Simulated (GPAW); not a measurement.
**PbS in GPAW: tuning use of symmetry**

PbS:

```
Pb S
1.0
     3.65366    0.00000    0.00000
     0.00000    3.65366    0.00000
     0.00000    0.00000    3.65366
Pb S
1 1
Direct
  0.00000 0.00000 0.00000
  0.50000 0.50000 0.50000
```

Measurements of this composition are mostly on another form, of space group No. 225.

```yaml
Program: GPAW 26.7.0
Task: tuning run
Functional: r2SCAN
Potentials_or_basis: GPAW PAW data sets (gpaw-data 1.2.1)
Cutoff: 600 eV
Basis: pw
k_mesh: 7 × 7 × 7
Occupations: fermi-dirac, width 0.05 eV
Spin: no spin polarisation
```

These are the settings of the first run; the series varies use of symmetry, with any setting tied to it.

Hardware: 1 thread of Arm Neoverse N1.

| use of symmetry | energy less the last converged row (meV/atom) | SCF cycles | wall time (s) | peak memory (GiB) |
| --- | --- | --- | --- | --- |
| default | 0.00 | 15 | 83 | 0.28 |
| off | timed out after 1200 s | - | - | - |
| point_group=False | 0.00 | 15 | 660 | 0.41 |
| symmorphic=False | 0.00 | 15 | 83 | 0.28 |
| time_reversal=False | 0.00 | 15 | 83 | 0.28 |

Fastest here: default (83 s), level within noise with symmorphic=False, time_reversal=False; slowest of those that converged: point_group=False (660 s). These are single runs, one after another on one machine, so differences under about a fifth mean little.
